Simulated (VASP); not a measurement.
# CsPbCl3 (Pm-3m) in VASP: further runs

One crystal, CsPbCl3, is run at these levels: PBE+D3(BJ), PBEsol; tasks: relaxation of cell and atoms.

Everything below comes from runs of VASP 6.6.1. Logs are shortened: lines on timing, memory, paths and dates and some standing lists are left out, and cuts for length are marked.

### 1 Starting point

The structure is cubic, space group Pm-3m (No. 221). Conventional cell: a = 5.605 Å, b = 5.605 Å, c = 5.605 Å, α = 90.00°, β = 90.00°, γ = 90.00°. Cs (site symmetry m-3m) is surrounded by 12 Cl at 3.96 Å. Pb (site symmetry m-3m) is surrounded by 6 Cl at 2.80 Å. Cl (site symmetry 4/mmm) is surrounded by 2 Pb at 2.80 Å.

### 2 Relaxation of cell and atoms, PBE+D3(BJ)

INCAR reads:

```
SYSTEM = CsPbCl3
  ALGO = Normal
  EDIFF = 1E-6
  EDIFFG = -0.01
  ENCUT = 600
  GGA = PE
  IBRION = 2
  ISIF = 3
  ISMEAR = 0
  IVDW = 12
  LASPH = .TRUE.
  LCHARG = .FALSE.
  LREAL = .FALSE.
  LWAVE = .FALSE.
  NELM = 80
  NSW = 90
  PREC = Accurate
  SIGMA = 0.03
```

KPOINTS reads:

```
k-points
0
G
  6 6 6
  0 0 0
```

POSCAR reads:

```
CsPbCl3
1.0
    5.6050000000      0.0000000000      0.0000000000
    0.0000000000      5.6050000000      0.0000000000
    0.0000000000      0.0000000000      5.6050000000
Cs Pb Cl
1 1 3
Direct
    0.0000000000      0.0000000000      0.0000000000
    0.5000000000      0.5000000000      0.5000000000
    0.5000000000      0.5000000000      0.0000000000
    0.0000000000      0.5000000000      0.5000000000
    0.5000000000      0.0000000000      0.5000000000
```

Potentials or basis: VASP PAW PBE potentials, release 64 (Cs_sv, Pb_d, Cl).

Started as:

```sh
$ cat potpaw_PBE.64/Cs_sv/POTCAR potpaw_PBE.64/Pb_d/POTCAR potpaw_PBE.64/Cl/POTCAR > POTCAR
$ mpirun -np 1 vasp_std > vasp.out
```

OUTCAR:

```text
SYSTEM = CsPbCl3
   EDIFF = 1E-6
   EDIFFG = -0.01
   ENCUT = 600
   GGA = PE
   IBRION = 2
   ISIF = 3
   ISMEAR = 0
   IVDW = 12
   LASPH = .TRUE.
   LREAL = .FALSE.
   NELM = 80
   NSW = 90
   PREC = Accurate
 IVDW          = 12

 ion  position               nearest neighbor table
   1  0.000  0.000  0.000-
   2  0.500  0.500  0.500-   3 2.80   4 2.80   5 2.80   3 2.80   5 2.80   4 2.80
   3  0.500  0.500  0.000-   2 2.80   2 2.80
   4  0.000  0.500  0.500-   2 2.80   2 2.80
   5  0.500  0.000  0.500-   2 2.80   2 2.80

  LATTYP: Found a simple cubic cell.
 ALAT       =     5.6050000000

  Lattice vectors:

 A1 = (   5.6050000000,   0.0000000000,   0.0000000000)
 A2 = (   0.0000000000,   5.6050000000,   0.0000000000)
 A3 = (   0.0000000000,   0.0000000000,   5.6050000000)

Analysis of symmetry for initial positions (statically):
=====================================================================
 Subroutine PRICEL returns:
 Original cell was already a primitive cell.

 Routine SETGRP: Setting up the symmetry group for a
 simple cubic supercell.

 Subroutine GETGRP returns: Found 48 space group operations
 (whereof 48 operations were pure point group operations)
 out of a pool of 48 trial point group operations.

The static configuration has the point symmetry O_h .

Analysis of symmetry for dynamics (positions and initial velocities):
=====================================================================
 Subroutine PRICEL returns:
 Original cell was already a primitive cell.

 Routine SETGRP: Setting up the symmetry group for a
 simple cubic supercell.

 Subroutine GETGRP returns: Found 48 space group operations
 (whereof 48 operations were pure point group operations)
 out of a pool of 48 trial point group operations.

The dynamic configuration has the point symmetry O_h .

 Subroutine INISYM returns: Found 48 space group operations
 (whereof 48 operations are pure point group operations),
 and found     1 'primitive' translations

----------------------------------------------------------------------------------------

                                     Primitive cell

  volume of cell :     176.0868

  direct lattice vectors                    reciprocal lattice vectors
     5.605000000  0.000000000  0.000000000     0.178412132  0.000000000  0.000000000
     0.000000000  5.605000000  0.000000000     0.000000000  0.178412132  0.000000000
     0.000000000  0.000000000  5.605000000     0.000000000  0.000000000  0.178412132

  length of vectors
     5.605000000  5.605000000  5.605000000     0.178412132  0.178412132  0.178412132

  position of ions in fractional coordinates (direct lattice)
     0.000000000  0.000000000  0.000000000
     0.500000000  0.500000000  0.500000000
     0.500000000  0.500000000  0.000000000
     0.000000000  0.500000000  0.500000000
     0.500000000  0.000000000  0.500000000

  ion indices of the primitive-cell ions
   primitive index   ion index
                 1           1
                 2           2
                 3           3
                 4           4
                 5           5

----------------------------------------------------------------------------------------

 KPOINTS: k-points

Automatic generation of k-mesh.
 Grid dimensions read from file:
 generate k-points for:    6    6    6

 Generating k-lattice:

  Cartesian coordinates                     Fractional coordinates (reciprocal lattice)
     0.029735355  0.000000000  0.000000000     0.166666667  0.000000000  0.000000000
     0.000000000  0.029735355  0.000000000     0.000000000  0.166666667  0.000000000
     0.000000000  0.000000000  0.029735355     0.000000000  0.000000000  0.166666667

  Length of vectors
     0.029735355  0.029735355  0.029735355

  Shift w.r.t. Gamma in fractional coordinates (k-lattice)
     0.000000000  0.000000000  0.000000000

 Subroutine IBZKPT returns following result:
 ===========================================

 Found     20 irreducible k-points:

 Following reciprocal coordinates:
            Coordinates               Weight
  0.000000  0.000000  0.000000      1.000000
  0.166667  0.000000  0.000000      6.000000
  0.333333  0.000000  0.000000      6.000000
  0.500000  0.000000  0.000000      3.000000
  0.166667  0.166667  0.000000     12.000000
  0.333333  0.166667  0.000000     24.000000
[... 12 lines left out ...]
  0.500000  0.500000  0.333333      6.000000
  0.500000  0.500000  0.500000      1.000000
   k-points           NKPTS =     20   k-points in BZ     NKDIM =     20   number of bands    NBANDS=     26
   number of dos      NEDOS =    301   number of ions     NIONS =      5
   total plane-waves  NPLWV = 110592
   dimension x,y,z NGX =    48 NGY =   48 NGZ =   48
   dimension x,y,z NGXF=    96 NGYF=   96 NGZF=   96
   ions per type =               1   1   3
   NGX,Y,Z   is equivalent  to a cutoff of  14.24, 14.24, 14.24 a.u.
   NGXF,Y,Z  is equivalent  to a cutoff of  28.47, 28.47, 28.47 a.u.
 SYSTEM =  CsPbCl3
   PREC   = accura    normal or accurate (medium, high low for compatibility)
   ISTART =      0    job   : 0-new  1-cont  2-samecut
   ICHARG =      2    charge: 1-file 2-atom 10-const
   ISPIN  =      1    spin polarized calculation?
   LNONCOLLINEAR =      F non collinear calculations
   LSORBIT =      F    spin-orbit coupling
   LASPH  =      T    aspherical Exc in radial PAW
   ENCUT  =  600.0 eV  44.10 Ry    6.64 a.u.  11.19 11.19 11.19*2*pi/ulx,y,z
   NELM   =     80;   NELMIN=  2; NELMDL= -5     # of ELM steps
   EDIFF  = 0.1E-05   stopping-criterion for ELM
   LREAL  =      F    real-space projection
   EDIFFG = -.1E-01   stopping-criterion for IOM
   NSW    =     90    number of steps for IOM
   IBRION =      2    ionic relax: 0-MD 1-quasi-New 2-CG
   NFREE  =      1    steps in history (QN), initial steepest desc. (CG)
   ISIF   =      3    stress and relaxation
   ISYM   =      2    0-nonsym 1-usesym 2-fastsym
   POTIM  = 0.5000    time-step for ionic-motion
   TEBEG  =    0.0;   TEEND  =   0.0 temperature during run
   PSTRESS=    0.0 pullay stress
   NELECT =      44.0000    total number of electrons
   NUPDOWN=      -1.0000    fix difference up-down
   EMIN   =  10.00;   EMAX   =-10.00  energy-range for DOS
   EFERMI =   0.00;   METHOD = LEGACY
   ISMEAR =     0;   SIGMA  =   0.03  broadening in eV -4-tet -1-fermi 0-gaus
   EFERMI_NEDOS =   21; number of points for ismear=-14 and -15
   IALGO  =     38    algorithm
   IMIX   =      4    mixing-type and parameters
     AMIX     =   0.40;   BMIX     =  1.00
     AMIX_MAG =   1.60;   BMIX_MAG =  1.00
  volume/ion in A,a.u.               =      35.22       237.66
  Fermi-wavevector in a.u.,A,eV,Ry     =   1.031138  1.948568 14.466333  1.063245
  Thomas-Fermi vector in A             =   2.165271
   LORBIT       =      0    0 simple, 1 ext, 2 COOP (PROOUT), +10 PAW based schemes
   GGA     = PE    functional components
   LHFCALC =     F    Hartree Fock is set to
   AEXX    =    0.0000 exact exchange contribution
   IVDW    =    12    specifies the selected vdW correction
   LEPSILON=     F    determine dielectric tensor
   LRPA    =     F    only Hartree local field effects (RPA)
 conjugate gradient relaxation of ions
 non-spin polarized calculation
 Gauss-broadening in eV      SIGMA  =   0.03
  energy-cutoff  :      600.00
  volume of cell :      176.09
 maximum number of plane-waves:      5910
 NGX is ok and might be reduce to    48
   NGX = 23   NGY = 23   NGZ = 23

--------------------------------------- Ionic step        1  -------------------------------------------

 number of electron      43.9999992 magnetization

 Free energy of the ion-electron system (eV)
  ---------------------------------------------------
  ext. energy  EPLUGINS =         0.00000000
  ---------------------------------------------------
  free energy    TOTEN  =       -17.50059754 eV

  energy without entropy =      -17.50059754  energy(sigma->0) =      -17.50059754

------------------------ aborting loop because EDIFF is reached ----------------------------------------

 Edisp (eV)   -1.00189

 E8    (eV) :    -0.4606

  FORCE on cell =-STRESS in cart. coord.  units (eV):
  Direction    XX          YY          ZZ          XY          YZ          ZX
  --------------------------------------------------------------------------------------
  -------------------------------------------------------------------------------------
  Total       0.96210     0.96210     0.96210     0.00000     0.00000    -0.00000
  in kB       8.75397     8.75397     8.75397     0.00000     0.00000    -0.00000
  external pressure =        8.75 kB  Pullay stress =        0.00 kB
[... 67 lines left out ...]
  energy  without entropy=      -18.5179276509  energy(sigma->0) =      -18.51792765

--------------------------------------- Ionic step        3  -------------------------------------------

 number of electron      43.9999998 magnetization

 Free energy of the ion-electron system (eV)
  ---------------------------------------------------
  ext. energy  EPLUGINS =         0.00000000
  ---------------------------------------------------
  free energy    TOTEN  =       -17.54786449 eV

  energy without entropy =      -17.54786449  energy(sigma->0) =      -17.54786449

 E-fermi :   1.5908     XC(G=0):  -7.6814

 val. band max:        1.3928387287   @ k =   0.5000   0.5000   0.5000
 cond. band min:       3.4721995847   @ k =   0.5000   0.5000   0.5000
 fundamental gap:      2.0793608560
 Fermi energy:         1.5908376125

 k-point     1 :       0.0000    0.0000    0.0000
  band No.  band energies     occupation
      1     -19.8112      2.00000
      2     -15.2644      2.00000
      3     -15.2644      2.00000
      4     -15.0637      2.00000
      5     -15.0637      2.00000
      6     -15.0637      2.00000
[... 605 lines left out ...]
  FREE ENERGIE OF THE ION-ELECTRON SYSTEM (eV)
  ---------------------------------------------------
  free  energy   TOTEN  =       -18.5183741803 eV

  energy  without entropy=      -18.5183741803  energy(sigma->0) =      -18.51837418

 reached required accuracy - stopping structural energy minimisation
```

Run time: 2.3 min. Hardware: 1 thread of AMD EPYC 9R45 (Zen 5), shared host; peak memory 0.39 GiB.

Results:

```yaml
Free_energy: -18.5184 eV
Relaxed_volume: 36.39 Å³/atom
Relaxed_cell: a = 5.666 Å, b = 5.666 Å, c = 5.666 Å, α = 90.00°, β = 90.00°, γ = 90.00°
Space_group_after_relaxing_to_0.05_Å: Pm-3m (No. 221)
Energy_gained_by_relaxing: 3.2 meV/atom
Ionic_steps: 3
Pressure_after_relaxing: 0.0 GPa
Band_gap_on_the_k_mesh: 2.08 eV, direct
Dispersion_energy_per_atom: -0.194 eV
```

Step by step:
| step | energy change (eV) | largest force (eV/Å) | pressure (GPa) | volume (Å³) |
| --- | --- | --- | --- | --- |
| 1 | 0.0000 | 0.0000 | 0.88 | 176.09 |
| 2 | -0.0154 | 0.0000 | 0.13 | 181.04 |
| 3 | -0.0159 | 0.0000 | 0.02 | 181.93 |

Final structure:
```xyz
5
Lattice="5.6664 0.0000 0.0000 0.0000 5.6664 0.0000 0.0000 0.0000 5.6664" Properties=species:S:1:pos:R:3 pbc="T T T"
Cs    0.0000    0.0000    0.0000
Pb    2.8332    2.8332    2.8332
Cl    2.8332    2.8332    0.0000
Cl    0.0000    2.8332    2.8332
Cl    2.8332    0.0000    2.8332
```

Caveat: spin-orbit coupling is left out, which as a rule narrows the gap of such compounds by several tenths of an eV. As with any semilocal functional, this PBE gap is likely too small.

(Part 1 of 2 ends here.)
